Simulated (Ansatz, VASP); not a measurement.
ZnSe (Stilleite): VASP beside Ansatz

File POSCAR:

```
ZnSe
1.0
    0.0000000000      2.8604703093      2.8604703093
    2.8604703093      0.0000000000      2.8604703093
    2.8604703093      2.8604703093      0.0000000000
Zn Se
1 1
Direct
    0.0000000000      0.0000000000      0.0000000000
    0.2500000000      0.2500000000      0.2500000000
```

File INCAR.step1:

```
SYSTEM = ZnSe
PREC = Accurate
ENCUT = 520
ISMEAR = 0
SIGMA = 0.01
LREAL = .FALSE.
LASPH = .TRUE.
NELM = 60
NBANDS = 16
GGA = PE
ALGO = Normal
EDIFF = 1E-4
LWAVE = .TRUE.
LCHARG = .FALSE.
```

File INCAR.step2:

```
SYSTEM = ZnSe
PREC = Accurate
ENCUT = 520
EDIFF = 1E-6
ISMEAR = 0
SIGMA = 0.01
LREAL = .FALSE.
LASPH = .TRUE.
NELM = 60
ALGO = Normal
ISIF = 2
LWAVE = .FALSE.
LCHARG = .FALSE.
METAGGA = R2SCAN
LMIXTAU = .TRUE.
NBANDS = 16
ISTART = 1
```

The input KPOINTS:

```
regular mesh
0
G
  6 6 6
  0 0 0
```

Input for Ansatz:

```yaml
crystal:
  lattice:
    - [0.0, 2.8604703093, 2.8604703093]
    - [2.8604703093, 0.0, 2.8604703093]
    - [2.8604703093, 2.8604703093, 0.0]
  atoms:
    - { symbol: Zn, position: [0.0, 0.0, 0.0] }
    - { symbol: Se, position: [0.25, 0.25, 0.25] }
kpoints:
  mp_grid: { grid: [6, 6, 6] }
hamiltonian:
  xc: r2scan
scf:
  occupations: { method: fixed }
  n_extra_bands: 4
output:
  forces: true
  stress: true
  eigenvalues: true
```

Alike in both runs: task single point; functional r2SCAN; k mesh 6 × 6 × 6; no spin polarisation.

|  | VASP | Ansatz |
| --- | --- | --- |
| version | VASP 6.6.1 | Ansatz 0.2.0 |
| potentials or method | VASP PAW PBE potentials, release 64 (Zn, Se) | plane waves, PAW |
| plane-wave cutoff (eV) | 520 | 500 |
| occupations | gaussian, width 0.01 eV | fixed |
| valence electrons in the cell | 18 | 28 |

|  | VASP | Ansatz | Ansatz less VASP |
| --- | --- | --- | --- |
| gap on the k mesh at the Fermi level (eV) | 1.74 | 1.74 | -0.002 |
| pressure (GPa) | -1.7 | -1.8 | -0.07 |

The two sets of potentials don't hold the same shells in valence.

Caveats: the PAW data sets were made with another functional, which shifts forces and pressure a little (VASP). r2SCAN opens gaps a little over a GGA but as a rule still falls short of measured ones.
